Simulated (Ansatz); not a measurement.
# Trial structures of InP: starts and ends

Computed with DFT PBE, scalar-relativistic, plane waves, PAW in Ansatz 0.2.0. Settings: cutoff 420 eV, Γ-centred meshes spaced at most about 0.3 Å⁻¹, and about 0.25 Å⁻¹ or finer for metals (2π included), Gaussian smearing. No spin polarisation in the final relaxations.

Each guess was relaxed in cell and atoms at zero pressure, within the symmetry of its start. Temperature and zero-point effects are left out. Coordination counts P atoms around In (those within 1.25 times the shortest such distance or 1.15 times the sum of covalent radii).

```
guess    made from  start group  V start (Å³/atom)                        end group  V end (Å³/atom)  coordination at the end  gap on mesh (eV)  E over the lowest end (meV/atom)
    1    SbPb type         Cmmm               22.6                             Cmmm             22.3                     In 4                 0                               218
    2  random cell         P4mm               22.9                                ?                ?                        ?                 ?                                 ?
    3     YGa type         Cmcm               25.6                             Cmcm             22.8                     In 5                 0                                26
    4  random cell       P6/mmm               14.4                           P6/mmm             21.0                     In 2                 0                               295
    5    TePt type     P6_3/mmc               18.4  P6_3/mmc (anti-nickel arsenide)             22.0                     In 6                 0                                 0
```

Guess 2 as it starts:

```
In P
1.0
     4.15641    0.00000    0.00000
     0.00000    4.15641    0.00000
     0.00000    0.00000    2.65384
In P
1 1
Direct
  0.50000 0.50000 0.52059
  0.00000 0.00000 0.92068
```

Question: Predict the end of this guess and its energy over the lowest end.

Answer: It ends in space group P4/mmm (No. 123), with a = 3.889 Å, c = 2.881 Å, 21.8 Å³/atom and no gap. It lies 125 meV/atom over the lowest end, above guess 3 and below guess 1. Counting P atoms around In, this end has In 4 and the lowest (guess 5) has In 6.

```cif
data_structure
_symmetry_space_group_name_H-M 'P4/mmm'
_symmetry_Int_Tables_number 123
_cell_length_a 3.8892
_cell_length_b 3.8892
_cell_length_c 2.8812
_cell_angle_alpha 90.000
_cell_angle_beta 90.000
_cell_angle_gamma 90.000
_cell_volume 43.58
loop_
_atom_site_label
_atom_site_type_symbol
_atom_site_symmetry_multiplicity
_atom_site_Wyckoff_symbol
_atom_site_fract_x
_atom_site_fract_y
_atom_site_fract_z
_atom_site_occupancy
In1 In 1 d 0.50000 0.50000 0.50000 1
P1 P 1 b 0.00000 0.00000 0.50000 1
```

Energies over the elements count from the elements' standard structures at the same level, with no fitted energy shifts. The references include black phosphorus.

Question: Is the lowest end bound against the elements?

Answer: No: its formation energy is +0.11 eV/atom. The separate elements lie lower, so it is unstable against them.

No dispersion correction is applied, so the spacing and binding between layers, chains or molecules are poorly described (Cmcm, Cmmm), and this can change margins and order among such cells. The reference form of P is held partly by dispersion forces, which this level lacks. Cells relaxed within their symmetry can be saddle points. The part of the Crystallography Open Database at hand lists InP in space groups No. 216, 225; no cell shown has one of them. Some structure types and database cells were kept out of the candidates from the start, so a known form may be missing.

The positive formation energy belongs to the best of these trial cells, not to InP as a compound. InP is known as a semiconducting zinc-blende crystal that is bound against its elements, and that tetrahedral network is absent from the ends listed. The likely cause of the disagreement is therefore the limited set of candidates.

Energy falls as the number of P neighbours around In rises, but the two ends with In 4 differ clearly, so the count alone doesn't set the energy. In the P4/mmm end the four In–P bonds lie in a plane, and like atoms stack directly above one another along the short c axis. This geometry cannot form the four equivalent sp³ bonds that fill bonding states and open a gap in zinc blende, which probably explains both its energy cost and its metallic character. Extrapolating the trend to favour six-fold coordination in InP would be wrong: such dense, metallic arrangements are typical of III–V compounds under pressure, whereas directional covalent bonding favours four tetrahedral neighbours at ambient conditions.
